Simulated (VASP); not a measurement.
Input of a VASP 6.6.1 run:

The input INCAR:

```
SYSTEM = SnS2
PREC     = Accurate       ! precision mode
ENCUT    = 520            ! plane-wave cutoff, eV
EDIFF    = 1E-6           ! SCF threshold, eV
ISMEAR   = 0              ! smearing method
SIGMA    = 0.03           ! smearing width, eV
LREAL    = .False.        ! projectors in reciprocal space
LASPH    = .True.         ! aspherical terms in the spheres
NELM     = 80             ! most SCF steps
ALGO     = Normal         ! electronic algorithm
ISIF     = 2              ! what is computed and relaxed
LWAVE    = .False.        ! write WAVECAR
LCHARG   = .False.        ! write CHGCAR
GGA      = PE             ! functional
IVDW     = 12             ! dispersion correction
NBANDS   = 20             ! bands
ICORELEVEL= 1
```

Contents of KPOINTS:

```
Automatic mesh
0
Gamma
  9 9 5
  0 0 0
```

File POSCAR:

```
SnS2                                    
1.0
    3.6670894403      0.0000000000      0.0000000000
   -1.8335447202      3.1757926088     -0.0000000000
    0.0000000000      0.0000000000      5.8110411720
  Sn              S             
     1     2
Direct
     0.0000000000000000    0.0000000000000000    0.0000000000000000
     0.3333333300000021    0.6666666699999979    0.2543524710205496
     0.6666666699999979    0.3333333300000021    0.7456475289794504
```

File KPOINTS_OPT:

```
explicit points
186
Reciprocal
 0.0000000000  0.0000000000  0.0000000000 1
 0.0263157895  0.0000000000  0.0000000000 1
 0.0526315789  0.0000000000  0.0000000000 1
 0.0789473684  0.0000000000  0.0000000000 1
 0.1052631579  0.0000000000  0.0000000000 1
 0.1315789474  0.0000000000  0.0000000000 1
[... 178 lines left out ...]
 0.5000000000  0.0000000000  0.5000000000 1
 0.5000000000  0.0000000000  0.0000000000 1
```

Potentials or basis: VASP PAW PBE potentials, release 64 (Sn_d, S).

Launch:

```console
$ cat potpaw_PBE.64/Sn_d/POTCAR potpaw_PBE.64/S/POTCAR > POTCAR
$ mpirun -np 1 vasp_std > vasp.out
```

Problem. Predict the largest force.

Solution. 0.004 eV/Å.

Problem. Estimate the pressure.

Solution. 0.0 GPa.

Levels at the corners of the path, in eV from the valence-band top:
| point | band 11 | band 12 | band 13 | band 14 | band 15 | band 16 |
| --- | --- | --- | --- | --- | --- | --- |
| Γ | -0.49 | -0.49 | -0.01 | 1.74 | 3.53 | 5.32 |
| M | -2.62 | -1.18 | -0.37 | 1.63 | 4.36 | 5.81 |
| M | -2.62 | -1.18 | -0.37 | 1.63 | 4.36 | 5.81 |
| K | -3.22 | -1.56 | -1.56 | 1.81 | 6.86 | 6.86 |
| K | -3.22 | -1.56 | -1.56 | 1.81 | 6.86 | 6.86 |
| Γ | -0.49 | -0.49 | -0.01 | 1.74 | 3.53 | 5.32 |
| Γ | -0.49 | -0.49 | -0.01 | 1.74 | 3.53 | 5.32 |
| A | -0.84 | -0.32 | -0.32 | 2.97 | 3.60 | 5.02 |
| A | -0.84 | -0.32 | -0.32 | 2.97 | 3.60 | 5.02 |
| L | -1.85 | -0.84 | -0.78 | 1.38 | 4.58 | 5.43 |
| L | -1.85 | -0.84 | -0.78 | 1.38 | 4.58 | 5.43 |
| H | -3.65 | -0.38 | -0.38 | 2.92 | 5.22 | 5.22 |
| H | -3.65 | -0.38 | -0.38 | 2.92 | 5.22 | 5.22 |
| A | -0.84 | -0.32 | -0.32 | 2.97 | 3.60 | 5.02 |
| L | -1.85 | -0.84 | -0.78 | 1.38 | 4.58 | 5.43 |
| M | -2.62 | -1.18 | -0.37 | 1.63 | 4.36 | 5.81 |
| K | -3.22 | -1.56 | -1.56 | 1.81 | 6.86 | 6.86 |
| H | -3.65 | -0.38 | -0.38 | 2.92 | 5.22 | 5.22 |

Caveat: spin-orbit coupling is left out, which moves the levels of the heavy elements.
